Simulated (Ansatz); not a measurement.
# FeSi2 (Linzhiite) (P4/mmm) in Ansatz: further runs

Runs on FeSi2 (Linzhiite). Level: LDA. Tasks: single point, equation of state.

Program: Ansatz 0.2.0. These are calculated values, not measurements. Logs are shortened: lines on timing, memory, paths and dates and some standing lists are left out, and cuts for length are marked.

### 1 The structure

Symmetry: P4/mmm, No. 123, tetragonal system. Conventional cell: a = 2.684 Å, b = 2.684 Å, c = 5.128 Å, α = 90.00°, β = 90.00°, γ = 90.00°. Fe (site symmetry 4/mmm) has 8 Si at 2.35 Å and 4 Fe at 2.68 Å as nearest neighbours. Si (site symmetry 4mm) is surrounded by 4 Fe at 2.35 Å and 5 Si at 2.36 to 2.68 Å.

### 2 Single point, LDA, collinear spin, ferromagnetic start, 11.57 Å³/atom (volume scaled by 0.94)

Contents of input.yaml:

```yaml
crystal:
  lattice:
    - [2.6292091158, 0.0, 0.0]
    - [0.0, 2.6292091158, 0.0]
    - [0.0, 0.0, 5.0233175655]
  atoms:
    - { symbol: Fe, position: [0.0, 0.0, 0.0], spin: 3.0 }
    - { symbol: Si, position: [0.5, 0.5, 0.73] }
    - { symbol: Si, position: [0.5, 0.5, 0.27] }
hamiltonian:
  xc: lda
  pseudopotentials: { kind: paw }
magnetization:
  spin_polarized: true
kpoints:
  mp_grid: { grid: [10, 10, 5] }
scf:
  occupations: { method: fermi_dirac, width: 0.05 }
output:
  forces: true
  stress: true
  eigenvalues: true
  write_density: true
  write_potential: true
  elf: true
  volumetric_format: npy
```

Potentials or basis: Ansatz PAW.

Command:

```console
> ansatz run input.yaml --threads 2 --pin off --max-ram 5632MiB --backend cpu --events-out ev --progress --plain --runs-dir out
```

The log of the run:

```text
Warning: RAYON_NUM_THREADS=2 ignored (pool sized by the plan → 2); use --threads N
Engine: ansatz 0.2.0, x86_64-unknown-linux-gnu
Pseudopotentials: kind: paw
Pseudopotential: Fe, paw, valence charge 16, recommended cutoff 420 eV (normal), Fe.paw.azcp
Pseudopotential: Si, paw, valence charge 4, recommended cutoff 420 eV (normal), Si.paw.azcp
Functional definition: SPW92
  exchange = slater_x
  correlation = pw_c
Crystal: 3 atoms, lattice volume = 34.725 Å³
Basis set: ecut = 420 eV, 677 PW (Γ)
Bands: 18, of which v1, the nominal top of the filled ones, is band 12 counted from 1 (11 counted from 0)
Symmetry: 16 space group operations
Space group: P4/mmm (ITA 123), of the structure as read, at distance tolerance 3.3e-5 Å
Magnetic group: BNS 123.339 (UNI 999), of the structure as read, at distance tolerance 3.3e-5 Å
k-points: 63 of 500
Non-local potential: Fe, projectors of the file, l = 0: 3, l = 1: 2, l = 2: 3, l = 3: 1
Non-local potential: Si, projectors of the file, l = 0: 2, l = 1: 2, l = 2: 2
PAW form: soft (Blöchl's): semilocal exchange-correlation on the pseudo side does not see the compensation charge
PAW frozen core: Fe, regenerated for the run's functional, and the local potential with it (the file was generated under x = pbe(κ = 0.804, μ = 0.2195149727645171), c = pbe(β = 0.06672455060314922))
PAW frozen core: Si, regenerated for the run's functional, and the local potential with it (the file was generated under x = pbe(κ = 0.804, μ = 0.2195149727645171), c = pbe(β = 0.06672455060314922))
PAW one-centre angular grid: Fe, 590 points (default); XC on 64 Gauss nodes
PAW one-centre angular grid: Si, 110 points (default); XC on 64 Gauss nodes
Initial density: superposition of atomic densities (chi_scale 0.1, normalization cell)
Starting moments: Σ|m| = 3 μB on 1 of 3 sites
Initial wavefunctions: pseudopotential atomic-orbital guess
Functional: x = slater, c = lda
SCF iter   1: F=—  HF=-5638.951787 eV  |F-HF|=—  |Δ(HF+E_count)|=         —  Δρ=2.24e-1 (↑2.24e-1 ↓1.35e-1)  dr2=2.99e0  dr2_m=9.80e0  M=0.138 μB ∫|m|=0.283 μB  β_m=0.30  ethr=3.10e-3  ⟨swp⟩=6.0  Hψ=11669  notcnv=0
Mixer restart at iter 1: flushing history
preconditioner: auto → none  [metal: Δε(μ)=0.072 eV  Ē_g=9.512 eV  σ=0.050 eV  W_gap=0.34  n_scr=8 (ndim 8)  ℏωp=25.2 eV  f_vac=0.000  D(μ)=0.81/eV (n_scr^D=2)  sad-step TF]
SCF iter   2: F=—  HF=-5637.262073 eV  |F-HF|=—  |Δ(HF+E_count)|=    1.69e0  Δρ=1.27e-1 (↑1.19e-1 ↓1.27e-1)  dr2=1.50e0  dr2_m=4.67e0  M=0.161 μB ∫|m|=0.317 μB  β_m=0.55  ethr=3.10e-3  ⟨swp⟩=2.7  Hψ=5095  notcnv=0  defer=121
SCF iter   3: F=—  HF=-5641.718232 eV  |F-HF|=—  |Δ(HF+E_count)|=    4.46e0  Δρ=1.52e-1 (↑1.52e-1 ↓6.29e-2)  dr2=1.67e1  dr2_m=6.82e-1  M=0.058 μB ∫|m|=0.155 μB  β_m=0.41  ethr=3.10e-3  ⟨swp⟩=4.0  Hψ=6569  notcnv=0  defer=131
SCF iter   4: F=—  HF=-5638.794100 eV  |F-HF|=—  |Δ(HF+E_count)|=    2.92e0  Δρ=1.63e-2 (↑7.57e-3 ↓1.63e-2)  dr2=5.23e-2  dr2_m=4.36e-2  M=0.063 μB ∫|m|=0.112 μB  β_m=0.44  ethr=3.10e-3  ⟨swp⟩=3.3  Hψ=5997  notcnv=0  defer=124
SCF iter   5: F=—  HF=-5638.873104 eV  |F-HF|=—  |Δ(HF+E_count)|=   7.90e-2  Δρ=6.65e-3 (↑2.50e-3 ↓6.65e-3)  dr2=2.25e-2  dr2_m=2.62e-3  M=0.031 μB ∫|m|=0.057 μB  β_m=0.72  ethr=2.18e-4  ⟨swp⟩=2.4  Hψ=4139  notcnv=0  defer=136
SCF iter   6: F=—  HF=-5638.881136 eV  |F-HF|=—  |Δ(HF+E_count)|=   8.03e-3  Δρ=2.68e-3 (↑1.70e-3 ↓2.68e-3)  dr2=7.02e-3  dr2_m=8.68e-5  M=-0.004 μB ∫|m|=0.006 μB  β_m=0.69  ethr=9.37e-5  ⟨swp⟩=2.4  Hψ=4023  notcnv=0  defer=136
SCF iter   7: F=—  HF=-5638.883027 eV  |F-HF|=—  |Δ(HF+E_count)|=   1.89e-3  Δρ=7.20e-4 (↑7.20e-4 ↓6.79e-4)  dr2=7.45e-4  dr2_m=3.31e-6  M=0.001 μB ∫|m|=0.002 μB  β_m=0.85  ethr=2.93e-5  ⟨swp⟩=2.1  Hψ=3532  notcnv=0  defer=135
SCF iter   8: F=—  HF=-5638.883184 eV  |F-HF|=—  |Δ(HF+E_count)|=   1.57e-4  Δρ=3.51e-4 (↑3.51e-4 ↓1.91e-4)  dr2=9.50e-5  dr2_m=2.43e-6  M=0.001 μB ∫|m|=0.002 μB  β_m=0.86  ethr=3.11e-6  ⟨swp⟩=2.0  Hψ=2702  notcnv=0  defer=135
SCF iter   9: F=—  HF=-5638.883188 eV  |F-HF|=—  |Δ(HF+E_count)|=   3.90e-6  Δρ=7.24e-5 (↑7.24e-5 ↓4.98e-5)  dr2=3.03e-7  dr2_m=1.18e-6  M=0.000 μB ∫|m|=0.001 μB  β_m=0.93  ethr=3.96e-7  ⟨swp⟩=2.2  Hψ=2926  notcnv=0  defer=135
SCF iter  10: F=—  HF=-5638.883188 eV  |F-HF|=—  |Δ(HF+E_count)|=   1.12e-7  Δρ=1.38e-5 (↑1.38e-5 ↓9.46e-6)  dr2=1.22e-7  dr2_m=2.61e-9  M=0.000 μB ∫|m|=0.000 μB  β_m=0.81  ethr=1.26e-9  ⟨swp⟩=2.3  Hψ=3680  notcnv=0  defer=135
SCF iter  11: F=—  HF=-5638.883188 eV  |F-HF|=—  |Δ(HF+E_count)|=   3.58e-8  Δρ=5.16e-6 (↑1.17e-6 ↓5.16e-6)  dr2=1.96e-8  dr2_m=1.44e-9  M=-0.000 μB ∫|m|=0.000 μB  β_m=0.75  ethr=5.07e-10  ⟨swp⟩=2.0  Hψ=3032  notcnv=0  defer=135
SCF iter  12: F=—  HF=-5638.883188 eV  |F-HF|=—  |Δ(HF+E_count)|=  3.95e-10  Δρ=1.41e-6 (↑1.41e-6 ↓2.65e-7)  dr2=9.72e-10  dr2_m=1.35e-10  M=-0.000 μB ∫|m|=0.000 μB  β_m=0.76  ethr=8.18e-11  ⟨swp⟩=2.2  Hψ=2927  notcnv=0  defer=135
SCF iter  13: F=-5638.883188 eV  HF=-5638.883188 eV  |F-HF|=2.18e-11  |Δ(HF+E_count)|=  1.36e-10  Δρ=1.44e-7 (↑1.38e-7 ↓1.44e-7)  dr2=2.45e-11  dr2_m=3.35e-13  M=0.000 μB ∫|m|=0.000 μB  ethr=4.05e-12  ⟨swp⟩=9.9  Hψ=13096  notcnv=0
SCF 1 converged in 13 iterations: F = -5638.883188 eV  dr2 = 2.45e-11
WARN: the starting moments were not kept: the SCF closed with an absolute magnetisation of 1.6e-6 μB, where they sum to 3 μB in size (1 site). That is at most 0.1 of that sum. Measured as dr2_m measures the in/out step, that magnetisation stands 3.3e-12 eV from none, at or under the dr2_threshold of 1.0e-7 eV: it is no larger than a step whose dr2_m would equal this threshold. The system may hold no moment; this SCF shows only that its start led to no more than that. To try another start: raise the starting moments (crystal.atoms[].spin, magnetization.per_species, magnetization.initial_magnetization, or on a non-collinear deck that types none of these the spinor_matrix: blocks that start its atoms; where the total moment is fixed, keep their sum and leave initial_magnetization as it is; typed ones take the place of any that the run laid by itself, positive ones on a crystal's lanthanoids without a Hubbard term where scf.initial_density.shell_occupations: [] is typed) or, if the notice of its spin-set hold's release reads "site moments contracting" or "site moments show no strong build", lengthen the hold (scf.mixing.spin_hold: { on: { confirm: 4 } }; for m-r²SCAN on two components see the key's manual first). Each may lead to a state that holds a moment. A second SCF, from the converged charge density, with the starting moments and any scf.initial_density.shell_occupations laid on it anew, would have followed, and was not run: the deck does not ask for one (magnetization.retry_lost_moments is false, the default). To let it run, set magnetization.retry_lost_moments: true and run the deck again, where that key's refused combinations let it; where memory then withholds it, that run's warning says so.
SCF converged after 13 iterations
Magnetization: 0.0000 μB (12.0000 up, 12.0000 down)
Absolute magnetization: 0.0000 μB (∫|ρ↑−ρ↓|, with the PAW one-centre terms)
Spin contamination: 0.0000 ħ² per cell (⟨S²⟩ above its minimum at these occupations)
Per-site moments (μB) at R_I (Å): [(1.2653548593835425e-6, 0.949279684081484), (-1.0242093349135981e-8, 0.949279684081484), (-1.0242093314891e-8, 0.949279684081484)]
Free energy (F): -5638.883188 eV
Harris-Foulkes:  -5638.883188 eV  (|F-HF|=2.18e-11)
Internal energy: -5638.873897 eV  (E = F + TS)
E sigma→0 (E₀):  -5638.878543 eV
Entropy (-TS):   -0.009291 eV (-3.097 meV/atom)
Fermi energy:    15.153905 eV
--- Per-component energies (eV) ---
  E_band       = -204.417635
  E_kinetic    = 454.504904
  E_local      = -3479.312556  (includes V_loc(G=0)·N_el)
  E_nonlocal   = 269.526322
  E_hartree    = 1555.016983
  E_xc         = -235.117891
  E_vxc        = -256.836348  (∫ρ·V_xc dr)
  E_paw        = -2276.611885  (= ΣΔE_a)
  E_vpaw       = -302.334547  (= ΣTr[D̂ρ^β])
  E_aug_tail   = 0.001009  (compensation charges beyond the density's cutoff)
  E_ewald      = -1927.450980
  E_core_change = 0.570197  (= ΣΔE_core)
  E_smearing   = -0.009291  (= −TS)
  E_closure    = 0.000000  (closes the sum)
  Σ components = -5638.883188   (vs F -5638.883188, Δ=0.00e0)
--- Forces (eV/Å), atoms counted from 1 ---
  atom   1  Fe    -0.00000000    -0.00000000     0.00000000
  atom   2  Si     0.00000000     0.00000000    -0.39673721
  atom   3  Si     0.00000000     0.00000000     0.39673721
  max |Σ_I F_I| component: 6.94e-18 eV/Å
--- Stress (GPa, compression-positive) ---
        7.747999       0.000000       0.000000
        0.000000       7.747999       0.000000
        0.000000       0.000000       6.953432
  P = ⅓ Tr σ = 7.4831 GPa (74.831 kbar)
--- Band table (eV; the first three rows and the last of 126) ---
  k-point 0 ↑: bands = ["-71.2472", "-37.7520", "-37.7520", "-37.6528", "0.7472", "5.7751", "6.8318", "11.1999", "13.3453", "13.5099", "13.5099", "14.4902", "19.9971", "19.9971", "21.9270", "22.4851", "23.3551", "23.4324"]
  k-point 1 ↑: bands = ["-71.2472", "-37.7520", "-37.7520", "-37.6528", "0.9788", "4.3508", "8.4610", "11.2066", "13.2568", "13.4940", "13.4940", "14.4904", "20.0126", "20.2565", "20.2565", "22.0358", "23.8566", "24.0354"]
  k-point 2 ↑: bands = ["-71.2472", "-37.7520", "-37.7520", "-37.6528", "1.6524", "2.8576", "10.2912", "11.2176", "12.9113", "13.4688", "13.4688", "14.4907", "18.1489", "20.9242", "20.9242", "21.6203", "22.6061", "22.6061"]
  k-point 62 ↓: bands = ["-71.2128", "-37.9069", "-37.9069", "-37.6138", "7.2921", "9.5808", "9.5808", "10.9041", "11.6580", "11.6580", "13.1186", "15.3436", "15.7305", "15.7305", "16.3840", "18.1982", "19.2638", "19.7965"]
```

Run time: 7.2 s. Hardware: 2 threads of AMD EPYC (Zen 3), shared host; peak memory 0.41 GiB.

What came out:

| Item | Value |
| --- | --- |
| Free energy | -5638.8832 eV |
| Pressure | 7.5 GPa |
| Largest force | 0.397 eV/Å |
| Band gap on the k mesh | none (metal or under the smearing width) |
| Net moment | 0.00 μB per cell |
| Absolute moment | 0.00 μB per cell |

Caveat: the starting moments collapsed, and a magnetic state may lie lower; the PAW data sets come from PBE, with cores solved anew for the run's functional, which leaves a small shift of forces and pressure; the starting moments weren't kept.

### 3 Single point, LDA, collinear spin, ferromagnetic start, 11.82 Å³/atom (volume scaled by 0.96)

input.yaml: that of step 2 with these lines changed.

```diff
@@ -2,5 +2,5 @@
   lattice:
-    - [2.6292091158, 0.0, 0.0]
-    - [0.0, 2.6292091158, 0.0]
-    - [0.0, 0.0, 5.0233175655]
+    - [2.647725283, 0.0, 0.0]
+    - [0.0, 2.647725283, 0.0]
+    - [0.0, 0.0, 5.0586942069]
   atoms:
@@ -22,5 +22 @@
   eigenvalues: true
-  write_density: true
-  write_potential: true
-  elf: true
-  volumetric_format: npy
```

Potentials or basis: Ansatz PAW.

Command:

```console
> ansatz run input.yaml --threads 2 --pin off --max-ram 5632MiB --backend cpu --events-out ev --progress --plain --runs-dir out
```

Run time: 6.7 s. Hardware: 2 threads of AMD EPYC (Zen 3), shared host; peak memory 0.4 GiB.

Results (log left out):

| Quantity | Value |
| --- | --- |
| Free energy | -5638.9061 eV |
| Pressure | 2.5 GPa |
| Largest force | 0.280 eV/Å |
| Band gap on the k mesh | none (metal or under the smearing width) |
| Net moment | 0.00 μB per cell |
| Absolute moment | 0.00 μB per cell |

Caveat: the starting moments collapsed, and a magnetic state may lie lower; the PAW data sets come from PBE, with cores solved anew for the run's functional, which leaves a small shift of forces and pressure; the starting moments weren't kept.

### 4 Single point, LDA, collinear spin, ferromagnetic start, 12.07 Å³/atom (volume scaled by 0.98)

input.yaml: that of step 3 with these lines changed.

```diff
@@ -2,5 +2,5 @@
   lattice:
-    - [2.647725283, 0.0, 0.0]
-    - [0.0, 2.647725283, 0.0]
-    - [0.0, 0.0, 5.0586942069]
+    - [2.6659860344, 0.0, 0.0]
+    - [0.0, 2.6659860344, 0.0]
+    - [0.0, 0.0, 5.0935828556]
   atoms:
```

Command:

```console
> ansatz run input.yaml --threads 2 --pin off --max-ram 5632MiB --backend cpu --events-out ev --progress --plain --runs-dir out
```

Run time: 6.1 s. Hardware: 2 threads of AMD EPYC (Zen 3), shared host; peak memory 0.4 GiB.

It converged, with:

```
Free energy            : -5638.9073 eV
Pressure               : -1.9 GPa
Largest force          : 0.172 eV/Å
Band gap on the k mesh : none (metal or under the smearing width)
Net moment             : 0.00 μB per cell
Absolute moment        : 0.00 μB per cell
```

Caveat: the starting moments collapsed, and a magnetic state may lie lower; the PAW data sets come from PBE, with cores solved anew for the run's functional, which leaves a small shift of forces and pressure; the starting moments weren't kept.

### 5 Single point, LDA, collinear spin, ferromagnetic start, 12.31 Å³/atom

input.yaml: that of step 4 with these lines changed.

```diff
@@ -2,5 +2,5 @@
   lattice:
-    - [2.6659860344, 0.0, 0.0]
-    - [0.0, 2.6659860344, 0.0]
-    - [0.0, 0.0, 5.0935828556]
+    - [2.684, 0.0, 0.0]
+    - [0.0, 2.684, 0.0]
+    - [0.0, 0.0, 5.128]
   atoms:
```

Command:

```console
> ansatz run input.yaml --threads 2 --pin off --max-ram 5632MiB --backend cpu --events-out ev --progress --plain --runs-dir out
```

It took 6.6 s on 2 threads of AMD EPYC (Zen 3), shared host; peak memory 0.39 GiB.

Results (log left out):

* Free energy: -5638.8893 eV
* Pressure: -5.9 GPa
* Largest force: 0.072 eV/Å
* Band gap on the k mesh: none (metal or under the smearing width)
* Net moment: 0.00 μB per cell
* Absolute moment: 0.00 μB per cell

Caveat: the starting moments collapsed, and a magnetic state may lie lower; the PAW data sets come from PBE, with cores solved anew for the run's functional, which leaves a small shift of forces and pressure; the starting moments weren't kept.

### 6 Single point, LDA, collinear spin, ferromagnetic start, 12.56 Å³/atom (volume scaled by 1.02)

input.yaml: that of step 5 with these lines changed.

```diff
@@ -2,5 +2,5 @@
   lattice:
-    - [2.684, 0.0, 0.0]
-    - [0.0, 2.684, 0.0]
-    - [0.0, 0.0, 5.128]
+    - [2.7017753525, 0.0, 0.0]
+    - [0.0, 2.7017753525, 0.0]
+    - [0.0, 0.0, 5.1619612546]
   atoms:
```

Potentials or basis: Ansatz PAW.

Command:

```console
> ansatz run input.yaml --threads 2 --pin off --max-ram 5632MiB --backend cpu --events-out ev --progress --plain --runs-dir out
```

Run time: 7.2 s. Hardware: 2 threads of AMD EPYC (Zen 3), shared host; peak memory 0.39 GiB.

The run converged. Its results:

```
Free energy            : -5638.8539 eV
Pressure               : -9.4 GPa
Largest force          : 0.021 eV/Å
Band gap on the k mesh : none (metal or under the smearing width)
Net moment             : 0.00 μB per cell
Absolute moment        : 0.00 μB per cell
```

Caveat: the starting moments collapsed, and a magnetic state may lie lower; the PAW data sets come from PBE, with cores solved anew for the run's functional, which leaves a small shift of forces and pressure; the starting moments weren't kept.

### 7 Single point, LDA, collinear spin, ferromagnetic start, 12.81 Å³/atom (volume scaled by 1.04)

input.yaml: that of step 6 with these lines changed.

```diff
@@ -2,5 +2,5 @@
   lattice:
-    - [2.7017753525, 0.0, 0.0]
-    - [0.0, 2.7017753525, 0.0]
-    - [0.0, 0.0, 5.1619612546]
+    - [2.7193198399, 0.0, 0.0]
+    - [0.0, 2.7193198399, 0.0]
+    - [0.0, 0.0, 5.1954814228]
   atoms:
```

Command:

```console
> ansatz run input.yaml --threads 2 --pin off --max-ram 5632MiB --backend cpu --events-out ev --progress --plain --runs-dir out
```

Run time: 6.7 s. Hardware: 2 threads of AMD EPYC (Zen 3), shared host; peak memory 0.39 GiB.

It converged, with:

```yaml
Free_energy: -5638.8033 eV
Pressure: -12.5 GPa
Largest_force: 0.107 eV/Å
Band_gap_on_the_k_mesh: none (metal or under the smearing width)
Net_moment: 0.00 μB per cell
Absolute_moment: 0.00 μB per cell
```

Caveat: the starting moments collapsed, and a magnetic state may lie lower; the PAW data sets come from PBE, with cores solved anew for the run's functional, which leaves a small shift of forces and pressure; the starting moments weren't kept.

### 8 Single point, LDA, collinear spin, ferromagnetic start, 13.05 Å³/atom (volume scaled by 1.06)

input.yaml: that of step 7 with these lines changed.

```diff
@@ -2,5 +2,5 @@
   lattice:
-    - [2.7193198399, 0.0, 0.0]
-    - [0.0, 2.7193198399, 0.0]
-    - [0.0, 0.0, 5.1954814228]
+    - [2.7366408154, 0.0, 0.0]
+    - [0.0, 2.7366408154, 0.0]
+    - [0.0, 0.0, 5.2285745534]
   atoms:
@@ -22 +22,5 @@
   eigenvalues: true
+  write_density: true
+  write_potential: true
+  elf: true
+  volumetric_format: npy
```

Command:

```console
> ansatz run input.yaml --threads 2 --pin off --max-ram 5632MiB --backend cpu --events-out ev --progress --plain --runs-dir out
```

Wall time 7.7 s (2 threads of AMD EPYC (Zen 3), shared host); peak memory 0.4 GiB.

It converged, with:

* Free energy: -5638.7393 eV
* Pressure: -15.3 GPa
* Largest force: 0.188 eV/Å
* Band gap on the k mesh: none (metal or under the smearing width)
* Net moment: 0.00 μB per cell
* Absolute moment: 0.00 μB per cell

Caveat: the starting moments collapsed, and a magnetic state may lie lower; the PAW data sets come from PBE, with cores solved anew for the run's functional, which leaves a small shift of forces and pressure; the starting moments weren't kept.

### 9 Equation of state, LDA, collinear spin, ferromagnetic start

Potentials or basis: Ansatz PAW.

No new run: the results of the series are fitted here.

Results:

```
Equilibrium volume                        : 11.96 Å³/atom
Bulk modulus at fixed shape and positions : 214 GPa
Pressure derivative of the bulk modulus   : 4.7
```

Energy against volume, from the lowest point:
| volume (Å³/atom) | energy (meV/atom) |
| --- | --- |
| 11.575 | 8.05 |
| 11.821 | 0.42 |
| 12.068 | 0.00 |
| 12.314 | 6.03 |
| 12.560 | 17.81 |
| 12.806 | 34.68 |
| 13.053 | 56.02 |

Caveat: the cell was scaled at fixed shape and fractional positions, which overstates the stiffness of a crystal with free parameters, most of all of layers and chains.
